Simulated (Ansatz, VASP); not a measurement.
## Two plane-wave programs on Mo2S

File INCAR:

```
ALGO = Normal
EDIFF = 1E-6
EDIFFG = -0.04
ENCUT = 600
GGA = PE
IBRION = 2
ISIF = 3
ISMEAR = 0
LASPH = T
LCHARG = F
LREAL = F
LWAVE = F
NELM = 100
NSW = 90
PREC = Accurate
SIGMA = 0.1
```

KPOINTS

```
k-points
0
Gamma
  6 6 4
```

Contents of POSCAR:

```
Mo2S
1.0
    3.6996084416      0.0000000000      0.0000000000
   -1.8498042208      3.2039548945      0.0000000000
    0.0000000000      0.0000000000      3.9945938323
Mo S
2 1
Direct
    0.3333333333      0.6666666667      0.5000000000
    0.6666666667      0.3333333333      0.5000000000
    0.0000000000      0.0000000000      0.0000000000
```

Input for Ansatz:

```yaml
crystal:
  lattice:
    - [3.6996084416, 0.0, 0.0]
    - [-1.8498042208, 3.2039548945, 0.0]
    - [0.0, 0.0, 3.9945938323]
  atoms:
    - { symbol: Mo, position: [0.3333333333, 0.6666666667, 0.5] }
    - { symbol: Mo, position: [0.6666666667, 0.3333333333, 0.5] }
    - { symbol: S, position: [0.0, 0.0, 0.0] }
basis:
  ecutwfc: 420
kpoints:
  mp_grid: { grid: [6, 6, 4] }
hamiltonian:
  xc: pbe
scf:
  occupations: { method: gaussian, width: 0.1 }
  lower_state_search: "off"
output:
  forces: true
  stress: true
  eigenvalues: true
relax:
  adjacent_minimum: "off"
  f_tol: 0.04
  max_steps: 70
  cell: { stress_tol: 0.4 }
```

Alike in both runs: task relaxation of cell and atoms; functional PBE; k mesh 6 × 6 × 4; occupations gaussian, width 0.1 eV; no spin polarisation.

```csv
,VASP,Ansatz
version,VASP 6.6.1,Ansatz 0.2.0
potentials or method,"VASP PAW PBE potentials, release 64 (Mo_sv, S)","scalar-relativistic, plane waves, PAW"
plane-wave cutoff (eV),600,420
valence electrons in the cell,34,34
```

|  | VASP | Ansatz | Ansatz less VASP |
| --- | --- | --- | --- |
| gap on the k mesh at the Fermi level, each at its own relaxed structure (eV) | none | none | - |
| relaxed volume (Å³/atom) | 16.07 | 16.04 | -0.038 |
| relaxed cell length with the largest relative difference (Å) | 4.258 | 4.254 | -0.0040 |
| energy change over the relaxation (meV/atom) | -838 | -808 | +30.3 |

A gap of «none» marks a metal or a gap that the smearing closes.

Caveats: the k mesh is coarse (spacing up to 0.39 Å⁻¹), so the values aren't converged.
